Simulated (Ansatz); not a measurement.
# Te2Mo (P6_3/mmc) in Ansatz: settings compared

Aim: see how the results for Te2Mo move with the level of theory and the settings. Levels: BPBE, PBE. Tasks: band structure, single point, equation of state.

All numbers are computed with Ansatz 0.2.0; they aren't measurements. Logs are shortened: lines on timing, memory, paths and dates and some standing lists are left out, and cuts for length are marked.

**Experimental background.**

From “Broadband infrared study of pressure-tunable Fano resonance and metallization transition in 2H-MoTe2”, 2022, pmc:9569381, for a bulk crystal of Te2Mo at 300 K: band gap 0.88 ± 0.05 eV (indirect).

The runs below are set against these values where they give the same quantity.

## (1) Starting point

It takes space group P6_3/mmc (No. 194, hexagonal). The conventional cell has a = 3.518 Å, b = 3.518 Å, c = 13.974 Å, α = 90.00°, β = 90.00°, γ = 120.00°. Around Te (site symmetry 3m) lie 3 Mo at 2.72 Å. Around Mo (site symmetry -6m2) lie 6 Te at 2.72 Å.

## (2) Band structure, BPBE

input.yaml reads:

```yaml
crystal:
  lattice:
    - [3.5182, 0.0, 0.0]
    - [-1.7591, 3.0468505756, 0.0]
    - [0.0, 0.0, 13.9736]
  atoms:
    - { symbol: Te, position: [0.6666666667, 0.3333333333, 0.379] }
    - { symbol: Te, position: [0.3333333333, 0.6666666667, 0.879] }
    - { symbol: Te, position: [0.6666666667, 0.3333333333, 0.121] }
    - { symbol: Te, position: [0.3333333333, 0.6666666667, 0.621] }
    - { symbol: Mo, position: [0.6666666667, 0.3333333333, 0.75] }
    - { symbol: Mo, position: [0.3333333333, 0.6666666667, 0.25] }
hamiltonian:
  xc: { exchange: b88, correlation: pbe }
  pseudopotentials: { kind: paw }
kpoints:
  mp_grid: { grid: [9, 9, 2] }
  band_path:
    path:
      - [[0.0, 0.0, 0.0], [0.5, 0.0, 0.0], [0.3333333333, 0.3333333333, 0.0], [0.0, 0.0, 0.0], [0.0, 0.0, 0.5], [0.5, 0.0, 0.5], [0.3333333333, 0.3333333333, 0.5], [0.0, 0.0, 0.5]]
      - [[0.5, 0.0, 0.5], [0.5, 0.0, 0.0]]
      - [[0.3333333333, 0.3333333333, 0.0], [0.3333333333, 0.3333333333, 0.5]]
    npoints: 14
scf:
  occupations: { method: fermi_dirac, width: 0.05 }
  n_extra_bands: 15
output:
  forces: true
  stress: true
  eigenvalues: true
  fatbands: false
  write_density: true
  write_potential: true
  elf: true
  volumetric_format: npy
```

Potentials or basis: Ansatz PAW.

Started as:

```console
$ ansatz run input.yaml --threads 2 --pin off --max-ram 5120MiB --backend cpu --events-out ev --progress --plain --runs-dir out
```

Standard output:

```text
Warning: RAYON_NUM_THREADS=2 ignored (pool sized by the plan → 2); use --threads N
scf.n_extra_bands = 15 over 46 filled bands (N_el = 92.0): the run solves 61 bands
Engine: ansatz 0.2.0, aarch64-unknown-linux-gnu
Pseudopotentials: kind: paw
Pseudopotential: Te, paw, valence charge 16, recommended cutoff 420 eV (normal), Te.paw.azcp
Pseudopotential: Mo, paw, valence charge 14, recommended cutoff 420 eV (normal), Mo.paw.azcp
Functional definition: unnamed
  exchange = b88_x
  correlation = pbe_c
Crystal: 6 atoms, lattice volume = 149.789 Å³
Basis set: ecut = 420 eV, 2909 PW (Γ), exchange–correlation on 48×48×192 points (8 copies of the dense FFT grid, shifted against one another)
Bands: 61, of which v1, the nominal top of the filled ones, is band 46 counted from 1 (45 counted from 0)
Symmetry: 24 space group operations
Space group: P63/mmc (ITA 194), of the structure as read, at distance tolerance 5.3e-5 Å
k-points: 24 of 162
Non-local potential: Te, projectors of the file, l = 0: 2, l = 1: 2, l = 2: 2, l = 3: 2
Non-local potential: Mo, projectors of the file, l = 0: 3, l = 1: 2, l = 2: 2, l = 3: 1
PAW form: soft (Blöchl's): semilocal exchange-correlation on the pseudo side does not see the compensation charge
PAW frozen core: Te, regenerated for the run's functional, and the local potential with it (the file was generated under x = pbe(κ = 0.804, μ = 0.2195149727645171), c = pbe(β = 0.06672455060314922))
PAW frozen core: Mo, regenerated for the run's functional, and the local potential with it (the file was generated under x = pbe(κ = 0.804, μ = 0.2195149727645171), c = pbe(β = 0.06672455060314922))
PAW one-centre angular grid: Te, 590 points (default); XC on 64 Gauss nodes
PAW one-centre angular grid: Mo, 590 points (default); XC on 64 Gauss nodes
Initial density: superposition of atomic densities (neutral atoms: chi_scale 0, normalization atom), corrected by the library's trained network
Initial wavefunctions: pseudopotential atomic-orbital guess
Functional: x = b88, c = pbe(β = 0.06672455060314922)
SCF iter   1: F=—  HF=-37949.265115 eV  |F-HF|=—  |Δ(HF+E_count)|=         —  Δρ=4.40e-3  dr2=1.21e-2  ethr=1.77e-3  ⟨swp⟩=6.8  Hψ=5985  notcnv=0  defer=27
preconditioner: auto → Resta (q_TF=auto, 2.515 Å⁻¹)  ε∞=5.1  [insulator: Δε(μ)=0.795 eV  Ē_g=8.979 eV  σ=0.050 eV  W_gap=1.00  n_scr=52 (ndim 8)  ℏωp=18.2 eV  f_vac=0.021  D(μ)=0.00/eV (n_scr^D=0)  ε∞_Penn≈5.1]
SCF iter   2: F=—  HF=-37949.272282 eV  |F-HF|=—  |Δ(HF+E_count)|=   7.17e-3  Δρ=2.56e-3  dr2=3.70e-3  ethr=1.31e-5  ⟨swp⟩=2.0  Hψ=2187  notcnv=0  defer=84
SCF iter   3: F=—  HF=-37949.276411 eV  |F-HF|=—  |Δ(HF+E_count)|=   4.13e-3  Δρ=9.18e-4  dr2=3.62e-3  ethr=4.02e-6  ⟨swp⟩=2.0  Hψ=1852  notcnv=0  defer=84
SCF iter   4: F=—  HF=-37949.276103 eV  |F-HF|=—  |Δ(HF+E_count)|=   3.08e-4  Δρ=1.79e-4  dr2=5.48e-5  ethr=3.93e-6  ⟨swp⟩=1.9  Hψ=1394  notcnv=0  defer=84
SCF iter   5: F=—  HF=-37949.276164 eV  |F-HF|=—  |Δ(HF+E_count)|=   6.18e-5  Δρ=7.39e-5  dr2=7.81e-6  ethr=5.96e-8  ⟨swp⟩=2.0  Hψ=1690  notcnv=0  defer=84
SCF iter   6: F=—  HF=-37949.276177 eV  |F-HF|=—  |Δ(HF+E_count)|=   1.29e-5  Δρ=1.59e-5  dr2=4.88e-7  ethr=8.49e-9  ⟨swp⟩=2.0  Hψ=1745  notcnv=0  defer=84
SCF iter   7: F=-37949.276178 eV  HF=-37949.276178 eV  |F-HF|=1.70e-8  |Δ(HF+E_count)|=   6.93e-7  Δρ=4.96e-6  dr2=5.81e-8  ethr=1.09e-10  ⟨swp⟩=16.4  Hψ=10912  notcnv=0
SCF 1 converged in 7 iterations: F = -37949.276178 eV  dr2 = 5.81e-8
NSCF: frozen V_eff on 129 k-points
SCF converged after 7 iterations
Free energy (F): -37949.276178 eV
Harris-Foulkes:  -37949.276178 eV  (|F-HF|=1.70e-8)
Internal energy: -37949.276153 eV  (E = F + TS)
E sigma→0 (E₀):  -37949.276165 eV
Entropy (-TS):   -0.000025 eV (-0.004 meV/atom)
Fermi energy:    12.795469 eV
--- Per-component energies (eV) ---
  E_band       = -1148.845990
  E_kinetic    = 1611.020263
  E_local      = -7400.499507  (includes V_loc(G=0)·N_el)
  E_nonlocal   = -949.435586
  E_hartree    = 4143.111142
  E_xc         = -869.448786
  E_vxc        = -880.133581  (∫ρ·V_xc dr)
  E_paw        = -25166.958420  (= ΣΔE_a)
  E_vpaw       = -1816.025475  (= ΣTr[D̂ρ^β])
  E_aug_tail   = -0.000615  (compensation charges beyond the density's cutoff)
  E_ewald      = -9316.621616
  E_core_change = -0.443030  (= ΣΔE_core)
  E_smearing   = -0.000025  (= −TS)
  E_closure    = 0.000000  (closes the sum)
  Σ components = -37949.276178   (vs F -37949.276178, Δ=0.00e0)
--- Forces (eV/Å), atoms counted from 1 ---
  atom   1  Te     0.00000000    -0.00000000     0.15628442
  atom   2  Te     0.00000000     0.00000000     0.15628442
  atom   3  Te    -0.00000000    -0.00000000    -0.15628442
  atom   4  Te    -0.00000000     0.00000000    -0.15628442
  atom   5  Mo     0.00000000    -0.00000000     0.00000000
  atom   6  Mo     0.00000000     0.00000000     0.00000000
  max |Σ_I F_I| component: 6.94e-18 eV/Å
--- Stress (GPa, compression-positive) ---
        2.729282       0.000000       0.000000
       -0.000000       2.729282       0.000000
        0.000000       0.000000       3.159625
  P = ⅓ Tr σ = 2.8727 GPa (28.727 kbar)
--- Band table (eV; the first three rows and the last of 24) ---
  k-point 0: bands = ["-48.3974", "-48.3974", "-24.2843", "-24.2843", "-24.2840", "-24.2840", "-24.2727", "-24.2727", "-24.2724", "-24.2724", "-24.2191", "-24.2191", "-24.2175", "-24.2175", "-24.2083", "-24.2083", "-24.2068", "-24.2068", "-24.1977", "-24.1963", "-24.1887", "-24.1872", "-22.5585", "-22.5585", "-22.4114", "-22.4114", "-22.4114", "-22.4114", "-0.6185", "-0.2956", "0.2313", "0.7354", "6.5509", "7.8517", "9.3223", "10.5973", "10.5973", "10.6130", "10.6130", "11.3747", "11.3747", "11.3824", "11.4102", "11.4102", "12.1000", "12.4258", "15.3183", "15.3183", "15.4511", "15.4511", "15.5404", "15.5404", "15.7940", "15.7940", "18.1444", "18.6335", "19.6241", "20.0888", "20.7754", "21.3449", "21.3449"]
  k-point 1: bands = ["-48.3974", "-48.3974", "-24.2842", "-24.2842", "-24.2842", "-24.2842", "-24.2725", "-24.2725", "-24.2725", "-24.2725", "-24.2183", "-24.2183", "-24.2183", "-24.2183", "-24.2075", "-24.2075", "-24.2075", "-24.2075", "-24.1970", "-24.1970", "-24.1879", "-24.1879", "-22.5585", "-22.5585", "-22.4114", "-22.4114", "-22.4114", "-22.4114", "-0.4952", "-0.4952", "0.5181", "0.5181", "7.0501", "7.0501", "10.4033", "10.4033", "10.6050", "10.6050", "10.6050", "10.6050", "11.3925", "11.3925", "11.3925", "11.3925", "12.3443", "12.3443", "15.3559", "15.3559", "15.3559", "15.3559", "15.6955", "15.6955", "15.6955", "15.6955", "18.4797", "18.4797", "20.3224", "20.3224", "20.3913", "20.3913", "21.5573"]
  k-point 2: bands = ["-48.3963", "-48.3963", "-24.2831", "-24.2827", "-24.2816", "-24.2812", "-24.2746", "-24.2744", "-24.2702", "-24.2700", "-24.2201", "-24.2196", "-24.2185", "-24.2183", "-24.2116", "-24.2102", "-24.2085", "-24.2070", "-24.1964", "-24.1953", "-24.1873", "-24.1859", "-22.5503", "-22.5503", "-22.4280", "-22.4280", "-22.4145", "-22.4145", "-0.4450", "-0.1248", "0.3597", "0.8472", "6.7431", "8.0327", "9.2309", "10.2121", "10.2491", "10.7329", "10.7600", "10.8012", "11.1467", "11.1946", "11.3550", "11.4252", "12.2398", "12.3129", "14.8182", "14.8313", "14.8529", "14.9478", "15.1548", "15.3994", "15.4690", "15.6414", "18.7577", "19.3018", "19.6730", "20.5658", "20.9506", "21.1106", "21.1530"]
  k-point 23: bands = ["-48.3870", "-48.3870", "-24.2888", "-24.2888", "-24.2666", "-24.2666", "-24.2606", "-24.2606", "-24.2601", "-24.2601", "-24.2378", "-24.2378", "-24.2259", "-24.2259", "-24.2133", "-24.2133", "-24.2132", "-24.2132", "-24.1898", "-24.1898", "-24.1753", "-24.1753", "-22.5267", "-22.5267", "-22.4835", "-22.4835", "-22.4804", "-22.4804", "1.8880", "1.8880", "2.0891", "2.0891", "7.6492", "7.6492", "7.7898", "7.7898", "8.4172", "8.4172", "8.8116", "8.8116", "9.6938", "9.6938", "10.4295", "10.4295", "12.2154", "12.2154", "13.4028", "13.4028", "14.0547", "14.0547", "14.8003", "14.8003", "16.0532", "16.0532", "17.4296", "17.4296", "18.2342", "18.2342", "19.7576", "19.7576", "21.2786"]
```

rho_z.tsv:

```text
# z_ang	rho[e/angstrom^3]
# format = ansatz-planar-average/11
# lattice	3.518200000	0.000000000	0.000000000
# lattice	-1.759100000	3.046850576	0.000000000
# lattice	0.000000000	0.000000000	13.973600000
# sites	6
# site	52	1.759100000	1.015616859	5.295994400
# site	52	0.000000000	2.031233717	12.282794400
# site	52	1.759100000	1.015616859	1.690805600
# site	52	0.000000000	2.031233717	8.677605600
# site	42	1.759100000	1.015616859	10.480200000
# site	42	0.000000000	2.031233717	3.493400000
0.000000	5.319847e-2
0.145558	5.717011e-2
0.291117	6.927857e-2
0.436675	9.082388e-2
0.582233	1.232155e-1
0.727792	1.681264e-1
[... 88 lines left out ...]
13.682483	6.927857e-2
13.828042	5.717011e-2
```

It took 23 s on 2 threads of Arm Neoverse V1, shared host; peak memory 0.84 GiB.

Results:

- Free energy: -37949.2762 eV
- Pressure: 2.9 GPa
- Largest force: 0.156 eV/Å
- Band gap on the k mesh: 0.78 eV, indirect (least direct gap 1.04 eV)
- Band gap along the path: 0.71 eV, indirect (least direct gap 1.04 eV)

Forces in eV/Å, atoms in the order of the input:
```
Te   0.000  0.000  0.156
Te   0.000  0.000  0.156
Te   0.000  0.000 -0.156
Te   0.000  0.000 -0.156
Mo   0.000  0.000  0.000
Mo   0.000  0.000  0.000
```

Levels at the corners of the path, in eV from the valence-band top:
| point | band 42 | band 43 | band 44 | band 45 | band 46 | band 47 | band 48 | band 49 | band 50 | band 51 |
| --- | --- | --- | --- | --- | --- | --- | --- | --- | --- | --- |
| Γ | -1.04 | -1.02 | -1.02 | -0.33 | 0.00 | 2.89 | 2.89 | 3.03 | 3.03 | 3.11 |
| M | -1.81 | -1.00 | -0.94 | -0.60 | -0.32 | 1.26 | 1.32 | 1.45 | 1.78 | 2.62 |
| K | -3.11 | -1.83 | -1.83 | -0.31 | -0.07 | 0.97 | 0.97 | 1.17 | 2.17 | 2.30 |
| Γ | -1.04 | -1.02 | -1.02 | -0.33 | 0.00 | 2.89 | 2.89 | 3.03 | 3.03 | 3.11 |
| A | -1.03 | -1.03 | -1.03 | -0.08 | -0.08 | 2.93 | 2.93 | 2.93 | 2.93 | 3.27 |
| L | -1.92 | -0.95 | -0.95 | -0.46 | -0.46 | 1.28 | 1.28 | 1.64 | 1.64 | 3.06 |
| H | -2.73 | -2.00 | -2.00 | -0.21 | -0.21 | 0.98 | 0.98 | 1.63 | 1.63 | 2.37 |
| A | -1.03 | -1.03 | -1.03 | -0.08 | -0.08 | 2.93 | 2.93 | 2.93 | 2.93 | 3.27 |
| L | -1.92 | -0.95 | -0.95 | -0.46 | -0.46 | 1.28 | 1.28 | 1.64 | 1.64 | 3.06 |
| M | -1.81 | -1.00 | -0.94 | -0.60 | -0.32 | 1.26 | 1.32 | 1.45 | 1.78 | 2.62 |
| K | -3.11 | -1.83 | -1.83 | -0.31 | -0.07 | 0.97 | 0.97 | 1.17 | 2.17 | 2.30 |
| H | -2.73 | -2.00 | -2.00 | -0.21 | -0.21 | 0.98 | 0.98 | 1.63 | 1.63 | 2.37 |

Caveat: the k mesh misses the band edges, so the gap on the mesh is wider than the one along the path; spin-orbit coupling is left out, which moves the levels of the heavy elements; the PAW data sets come from PBE, with cores solved anew for the run's functional, which leaves a small shift of forces and pressure.

(Part 1 of 2 ends here.)
